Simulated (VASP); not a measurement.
# Ge (Fd-3m) in VASP: notebook

Runs on Ge. Level: PBE. Tasks: relaxation of cell and atoms.

All numbers are computed with VASP 6.6.1; they aren't measurements. Logs are shortened: lines on timing, memory, paths and dates and some standing lists are left out, and cuts for length are marked.

**1. Starting point**

The structure is cubic, space group Fd-3m (No. 227). Conventional cell: a = 5.658 Å, b = 5.658 Å, c = 5.658 Å, α = 90.00°, β = 90.00°, γ = 90.00°. Ge (site symmetry -43m) has 4 Ge at 2.45 Å as nearest neighbours.

**2. Relaxation of cell and atoms, PBE**

The input, INCAR:

```
PREC = Accurate
ENCUT = 600
EDIFF = 1E-6
ISMEAR = 0
SIGMA = 0.03
LREAL = F
LASPH = T
NELM = 80
ALGO = Normal
ISIF = 3
LWAVE = F
LCHARG = F
GGA = PE
IBRION = 2
NSW = 90
EDIFFG = -0.01
```

The input, KPOINTS:

```
Automatic mesh
0
Gamma
  10 10 10
```

The input, POSCAR:

```
Ge
1.0
    0.0000000000      2.8289100000      2.8289100000
    2.8289100000      0.0000000000      2.8289100000
    2.8289100000      2.8289100000      0.0000000000
Ge
2
Direct
    0.0000000000      0.0000000000      0.0000000000
    0.2500000000      0.2500000000      0.2500000000
```

Potentials or basis: VASP PAW PBE potentials, release 64 (Ge_d).

On the command line:

```sh
$ cat potpaw_PBE.64/Ge_d/POTCAR > POTCAR
$ mpirun -np 1 vasp_std > vasp.out
```

OUTCAR:

```text
PREC = Accurate
   ENCUT = 600
   EDIFF = 1E-6
   ISMEAR = 0
   LREAL = F
   LASPH = T
   NELM = 80
   ISIF = 3
   GGA = PE
   IBRION = 2
   NSW = 90
   EDIFFG = -0.01

 ion  position               nearest neighbor table
   1  0.000  0.000  0.000-   2 2.45   2 2.45   2 2.45   2 2.45
   2  0.250  0.250  0.250-   1 2.45   1 2.45   1 2.45   1 2.45

  LATTYP: Found a face centered cubic cell.
 ALAT       =     5.6578200000

  Lattice vectors:

 A1 = (   0.0000000000,   2.8289100000,   2.8289100000)
 A2 = (   2.8289100000,   0.0000000000,   2.8289100000)
 A3 = (   2.8289100000,   2.8289100000,   0.0000000000)

Analysis of symmetry for initial positions (statically):
=====================================================================
 Subroutine PRICEL returns:
 Original cell was already a primitive cell.

 Routine SETGRP: Setting up the symmetry group for a
 face centered cubic supercell.

 Subroutine GETGRP returns: Found 48 space group operations
 (whereof 24 operations were pure point group operations)
 out of a pool of 48 trial point group operations.

The static configuration has the point symmetry T_d .
 The point group associated with its full space group is O_h .

Analysis of symmetry for dynamics (positions and initial velocities):
=====================================================================
 Subroutine PRICEL returns:
 Original cell was already a primitive cell.

 Routine SETGRP: Setting up the symmetry group for a
 face centered cubic supercell.

 Subroutine GETGRP returns: Found 48 space group operations
 (whereof 24 operations were pure point group operations)
 out of a pool of 48 trial point group operations.

The dynamic configuration has the point symmetry T_d .
 The point group associated with its full space group is O_h .

 Subroutine INISYM returns: Found 48 space group operations
 (whereof 24 operations are pure point group operations),
 and found     1 'primitive' translations

----------------------------------------------------------------------------------------

                                     Primitive cell

  volume of cell :      45.2780

  direct lattice vectors                    reciprocal lattice vectors
     0.000000000  2.828910000  2.828910000    -0.176746521  0.176746521  0.176746521
     2.828910000  0.000000000  2.828910000     0.176746521 -0.176746521  0.176746521
     2.828910000  2.828910000  0.000000000     0.176746521  0.176746521 -0.176746521

  length of vectors
     4.000682889  4.000682889  4.000682889     0.306133954  0.306133954  0.306133954

  position of ions in fractional coordinates (direct lattice)
     0.000000000  0.000000000  0.000000000
     0.250000000  0.250000000  0.250000000

  ion indices of the primitive-cell ions
   primitive index   ion index
                 1           1
                 2           2

----------------------------------------------------------------------------------------

 KPOINTS: Automatic mesh

Automatic generation of k-mesh.
 Grid dimensions read from file:
 generate k-points for:   10   10   10

 Generating k-lattice:

  Cartesian coordinates                     Fractional coordinates (reciprocal lattice)
    -0.017674652  0.017674652  0.017674652     0.100000000  0.000000000  0.000000000
     0.017674652 -0.017674652  0.017674652     0.000000000  0.100000000  0.000000000
     0.017674652  0.017674652 -0.017674652     0.000000000  0.000000000  0.100000000

  Length of vectors
     0.030613395  0.030613395  0.030613395

  Shift w.r.t. Gamma in fractional coordinates (k-lattice)
     0.000000000  0.000000000  0.000000000

 Subroutine IBZKPT returns following result:
 ===========================================

 Found     47 irreducible k-points:

 Following reciprocal coordinates:
            Coordinates               Weight
  0.000000  0.000000  0.000000      1.000000
  0.100000  0.000000  0.000000      8.000000
  0.200000  0.000000  0.000000      8.000000
  0.300000  0.000000  0.000000      8.000000
  0.400000  0.000000  0.000000      8.000000
  0.500000  0.000000  0.000000      4.000000
[... 16 lines left out ...]
  0.300000  0.300000  0.000000      6.000000
  0.400000  0.300000  0.000000     24.000000
 [... further k-points ...]
   k-points           NKPTS =     47   k-points in BZ     NKDIM =     47   number of bands    NBANDS=     18
   number of dos      NEDOS =    301   number of ions     NIONS =      2
   total plane-waves  NPLWV =  32768
   dimension x,y,z NGX =    32 NGY =   32 NGZ =   32
   dimension x,y,z NGXF=    64 NGYF=   64 NGZF=   64
   ions per type =               2
   NGX,Y,Z   is equivalent  to a cutoff of  13.30, 13.30, 13.30 a.u.
   NGXF,Y,Z  is equivalent  to a cutoff of  26.59, 26.59, 26.59 a.u.
 SYSTEM =  unknown system
   PREC   = accura    normal or accurate (medium, high low for compatibility)
   ISTART =      0    job   : 0-new  1-cont  2-samecut
   ICHARG =      2    charge: 1-file 2-atom 10-const
   ISPIN  =      1    spin polarized calculation?
   LNONCOLLINEAR =      F non collinear calculations
   LSORBIT =      F    spin-orbit coupling
   LASPH  =      T    aspherical Exc in radial PAW
   ENCUT  =  600.0 eV  44.10 Ry    6.64 a.u.   7.99  7.99  7.99*2*pi/ulx,y,z
   NELM   =     80;   NELMIN=  2; NELMDL= -5     # of ELM steps
   EDIFF  = 0.1E-05   stopping-criterion for ELM
   LREAL  =      F    real-space projection
   EDIFFG = -.1E-01   stopping-criterion for IOM
   NSW    =     90    number of steps for IOM
   IBRION =      2    ionic relax: 0-MD 1-quasi-New 2-CG
   NFREE  =      1    steps in history (QN), initial steepest desc. (CG)
   ISIF   =      3    stress and relaxation
   ISYM   =      2    0-nonsym 1-usesym 2-fastsym
   POTIM  = 0.5000    time-step for ionic-motion
   TEBEG  =    0.0;   TEEND  =   0.0 temperature during run
   PSTRESS=    0.0 pullay stress
   NELECT =      28.0000    total number of electrons
   NUPDOWN=      -1.0000    fix difference up-down
   EMIN   =  10.00;   EMAX   =-10.00  energy-range for DOS
   EFERMI =   0.00;   METHOD = LEGACY
   ISMEAR =     0;   SIGMA  =   0.03  broadening in eV -4-tet -1-fermi 0-gaus
   EFERMI_NEDOS =   21; number of points for ismear=-14 and -15
   IALGO  =     38    algorithm
   IMIX   =      4    mixing-type and parameters
     AMIX     =   0.40;   BMIX     =  1.00
     AMIX_MAG =   1.60;   BMIX_MAG =  1.00
  volume/ion in A,a.u.               =      22.64       152.78
  Fermi-wavevector in a.u.,A,eV,Ry     =   1.394756  2.635708 26.468033  1.945346
  Thomas-Fermi vector in A             =   2.518275
   LORBIT       =      0    0 simple, 1 ext, 2 COOP (PROOUT), +10 PAW based schemes
   GGA     = PE    functional components
   LHFCALC =     F    Hartree Fock is set to
   AEXX    =    0.0000 exact exchange contribution
   IVDW    =     0    specifies the selected vdW correction
   LEPSILON=     F    determine dielectric tensor
   LRPA    =     F    only Hartree local field effects (RPA)
 conjugate gradient relaxation of ions
 non-spin polarized calculation
 Gauss-broadening in eV      SIGMA  =   0.03
  energy-cutoff  :      600.00
  volume of cell :       45.28
 maximum number of plane-waves:      1524
   NGX = 15   NGY = 15   NGZ = 15

--------------------------------------- Ionic step        1  -------------------------------------------

 number of electron      28.0000013 magnetization

 Free energy of the ion-electron system (eV)
  ---------------------------------------------------
  ext. energy  EPLUGINS =         0.00000000
  ---------------------------------------------------
  free energy    TOTEN  =        -9.00677320 eV

  energy without entropy =       -9.00673330  energy(sigma->0) =       -9.00675325

 E-fermi :   5.0184     XC(G=0):  -9.9244

 val. band max:        4.9926966512   @ k =   0.0000   0.0000   0.0000
 cond. band min:       5.0272209941   @ k =   0.0000   0.0000   0.0000
 fundamental gap:      0.0345243429
 Fermi energy:         5.0183915327

 k-point     1 :       0.0000    0.0000    0.0000
  band No.  band energies     occupation
      1     -19.8223      2.00000
      2     -19.8223      2.00000
      3     -19.8223      2.00000
      4     -19.7861      2.00000
      5     -19.7861      2.00000
      6     -19.5756      2.00000
[... 10 lines left out ...]
     17       7.5471      0.00000
     18       7.5471      0.00000

 k-point     2 :       0.1000    0.0000    0.0000
  band No.  band energies     occupation
      1     -19.8281      2.00000
      2     -19.8281      2.00000
      3     -19.8207      2.00000
      4     -19.7782      2.00000
      5     -19.7782      2.00000
      6     -19.5843      2.00000
[... 10 lines left out ...]
     17       7.8553      0.00000
     18       8.1356      0.00000

 k-point     3 :       0.2000    0.0000    0.0000
  band No.  band energies     occupation
      1     -19.8370      2.00000
      2     -19.8370      2.00000
      3     -19.8164      2.00000
      4     -19.7640      2.00000
      5     -19.7640      2.00000
      6     -19.5963      2.00000
[... 566 lines left out ...]
  FORCE on cell =-STRESS in cart. coord.  units (eV):
  Direction    XX          YY          ZZ          XY          YZ          ZX
  --------------------------------------------------------------------------------------
  -------------------------------------------------------------------------------------
  Total        0.0682977      0.0682977      0.0682977      0.0000000      0.0000000      0.0000000
  in kB        2.2990433      2.2990433      2.2990433      0.0000000      0.0000000      0.0000000
  external PRESSURE =       2.2990433 kB  Pullay stress =       0.0000000 kB

 VOLUME and BASIS-vectors are now :
 -----------------------------------------------------------------------------
  energy-cutoff  :      600.00
  volume of cell :       47.60
      direct lattice vectors                 reciprocal lattice vectors
     0.000000000  2.876381922  2.876381922    -0.173829489  0.173829489  0.173829489
     2.876381922  0.000000000  2.876381922     0.173829489 -0.173829489  0.173829489
     2.876381922  2.876381922  0.000000000     0.173829489  0.173829489 -0.173829489

 POSITION                                       TOTAL-FORCE (eV/Angst)
 -----------------------------------------------------------------------------------
      0.00000      0.00000      0.00000         0.000000      0.000000      0.000000
      1.43819      1.43819      1.43819        -0.000000     -0.000000     -0.000000
 -----------------------------------------------------------------------------------
    total drift:                               -0.000000      0.000000      0.000000

  FREE ENERGIE OF THE ION-ELECTRON SYSTEM (eV)
  ---------------------------------------------------
  free  energy   TOTEN  =        -9.0335457160 eV

  energy  without entropy=       -9.0334753029  energy(sigma->0) =       -9.03351051

--------------------------------------- Ionic step        5  -------------------------------------------

 number of electron      28.0000018 magnetization

 Free energy of the ion-electron system (eV)
  ---------------------------------------------------
  ext. energy  EPLUGINS =         0.00000000
  ---------------------------------------------------
  free energy    TOTEN  =        -9.03364192 eV

  energy without entropy =       -9.03356512  energy(sigma->0) =       -9.03360352

 E-fermi :   4.5048     XC(G=0):  -9.6811

 val. band max:        4.5020003716   @ k =   0.0000   0.0000   0.0000
 cond. band min:       4.5338928365   @ k =   0.5000   0.0000   0.0000
 fundamental gap:      0.0318924649
 Fermi energy:         4.5048221625

 k-point     1 :       0.0000    0.0000    0.0000
  band No.  band energies     occupation
      1     -20.2459      2.00000
      2     -20.2459      2.00000
      3     -20.2459      2.00000
      4     -20.2136      2.00000
      5     -20.2136      2.00000
      6     -20.0294      2.00000
[... 10 lines left out ...]
     17       7.0323      0.00000
     18       7.0323      0.00000

 k-point     2 :       0.1000    0.0000    0.0000
  band No.  band energies     occupation
      1     -20.2508      2.00000
      2     -20.2508      2.00000
      3     -20.2445      2.00000
      4     -20.2068      2.00000
      5     -20.2068      2.00000
      6     -20.0379      2.00000
[... 10 lines left out ...]
     17       7.3214      0.00000
     18       7.5346      0.00000

 k-point     3 :       0.2000    0.0000    0.0000
  band No.  band energies     occupation
      1     -20.2586      2.00000
      2     -20.2586      2.00000
      3     -20.2406      2.00000
      4     -20.1946      2.00000
      5     -20.1946      2.00000
      6     -20.0487      2.00000
[... 458 lines left out ...]
  FORCE on cell =-STRESS in cart. coord.  units (eV):
  Direction    XX          YY          ZZ          XY          YZ          ZX
  --------------------------------------------------------------------------------------
  -------------------------------------------------------------------------------------
  Total        0.0040635      0.0040635      0.0040635      0.0000000      0.0000000      0.0000000
  in kB        0.1365393      0.1365393      0.1365393      0.0000000      0.0000000      0.0000000
  external PRESSURE =       0.1365393 kB  Pullay stress =       0.0000000 kB

 VOLUME and BASIS-vectors are now :
 -----------------------------------------------------------------------------
  energy-cutoff  :      600.00
  volume of cell :       47.68
      direct lattice vectors                 reciprocal lattice vectors
     0.000000000  2.878122476  2.878122476    -0.173724365  0.173724365  0.173724365
     2.878122476  0.000000000  2.878122476     0.173724365 -0.173724365  0.173724365
     2.878122476  2.878122476  0.000000000     0.173724365  0.173724365 -0.173724365

 POSITION                                       TOTAL-FORCE (eV/Angst)
 -----------------------------------------------------------------------------------
      0.00000      0.00000      0.00000         0.000000      0.000000      0.000000
      1.43906      1.43906      1.43906        -0.000000     -0.000000     -0.000000
 -----------------------------------------------------------------------------------
    total drift:                               -0.000000      0.000000      0.000000

  FREE ENERGIE OF THE ION-ELECTRON SYSTEM (eV)
  ---------------------------------------------------
  free  energy   TOTEN  =        -9.0336419248 eV

  energy  without entropy=       -9.0335651227  energy(sigma->0) =       -9.03360352

 reached required accuracy - stopping structural energy minimisation
```

It took 61 s on 1 thread of AMD EPYC 9R45 (Zen 5), shared host; peak memory 0.17 GiB.

Results:

```
Free energy                            : -9.0336 eV
Relaxed volume                         : 23.84 Å³/atom
Relaxed cell                           : a = 4.070 Å, b = 4.070 Å, c = 4.070 Å, α = 60.00°, β = 60.00°, γ = 60.00°
Space group after relaxing (to 0.05 Å) : Fd-3m (No. 227)
Energy gained by relaxing              : 13.4 meV/atom
Ionic steps                            : 5
Pressure after relaxing                : 0.0 GPa
Band gap on the k mesh                 : none (metal or under the smearing width)
```

Step by step:
```tsv
step	energy change (eV)	largest force (eV/Å)	pressure (GPa)	volume (Å³)
1	0.0000	0.0000	3.54	45.28
2	-0.0242	0.0000	-1.11	48.64
3	-0.0269	0.0000	-0.27	47.78
4	-0.0268	0.0000	0.23	47.60
5	-0.0269	0.0000	0.01	47.68
```

Final structure:
```cif
data_structure
_symmetry_space_group_name_H-M 'P 1'
_symmetry_Int_Tables_number 1
_cell_length_a 4.0703
_cell_length_b 4.0703
_cell_length_c 4.0703
_cell_angle_alpha 60.000
_cell_angle_beta 60.000
_cell_angle_gamma 60.000
_cell_volume 47.68
loop_
_atom_site_label
_atom_site_type_symbol
_atom_site_fract_x
_atom_site_fract_y
_atom_site_fract_z
_atom_site_occupancy
Ge1 Ge 0.00000 0.00000 0.00000 1
Ge2 Ge 0.25000 0.25000 0.25000 1
```

Caveat: this crystal is a semiconductor, whose small gap the functional closes, so the metal is an error of the method. Zero-point motion and thermal expansion aren't in these numbers.

**3. Relaxation of cell and atoms, PBE**

This run uses another cell than the first one, of 23.84 Å³/atom, 1.053 times its volume.

INCAR, as its differences from that of step 2:

```diff
@@ -2,3 +2,3 @@
 ENCUT = 600
-EDIFF = 1E-6
+EDIFF = 1E-7
 ISMEAR = 0
@@ -15,2 +15,2 @@
 NSW = 90
-EDIFFG = -0.01
+EDIFFG = -0.005
```

KPOINTS is that of step 2.

The input, POSCAR:

```
Ge                                      
1.0
    0.0000000000      2.8781224756      2.8781224756
    2.8781224756      0.0000000000      2.8781224756
    2.8781224756      2.8781224756      0.0000000000
  Ge            
     2
Direct
     0.0000000000000000    0.0000000000000000    0.0000000000000000
     0.2500000000000000    0.2500000000000000    0.2500000000000000
```

Potentials or basis: VASP PAW PBE potentials, release 64 (Ge_d).

On the command line:

```sh
$ cat potpaw_PBE.64/Ge_d/POTCAR > POTCAR
$ mpirun -np 1 vasp_std > vasp.out
```

Wall time 49 s (1 thread of AMD EPYC 9R45 (Zen 5), shared host); peak memory 0.19 GiB.

Results (log left out):

```yaml
Free_energy: -9.0338 eV
Relaxed_volume: 23.90 Å³/atom
Relaxed_cell: a = 4.074 Å, b = 4.074 Å, c = 4.074 Å, α = 60.00°, β = 60.00°, γ = 60.00°
Space_group_after_relaxing_to_0.05_Å: Fd-3m (No. 227)
Energy_gained_by_relaxing: 0.0 meV/atom
Ionic_steps: 2
Pressure_after_relaxing: 0.0 GPa
Band_gap_on_the_k_mesh: none (metal or under the smearing width)
```

Final structure:
```
Ge
1.0
     0.00000    2.88050    2.88050
     2.88050    0.00000    2.88050
     2.88050    2.88050    0.00000
Ge
2
Cartesian
  0.0000 0.0000 0.0000
  1.4403 1.4403 1.4403
```

Levels at points of the mesh, in eV from the Fermi level:
```
           k point  band 12  band 13  band 14  band 15  band 16  band 17
(0.00, 0.00, 0.00)    -0.45     0.00     0.00     0.00     2.53     2.53
(0.50, 0.00, 0.00)    -7.36    -1.32    -1.32     0.02     3.72     3.72
(0.50, 0.50, 0.00)    -8.69    -2.89    -2.89     0.82     0.82     9.07
```

Caveat: this crystal is a semiconductor, whose small gap the functional closes, so the metal is an error of the method.
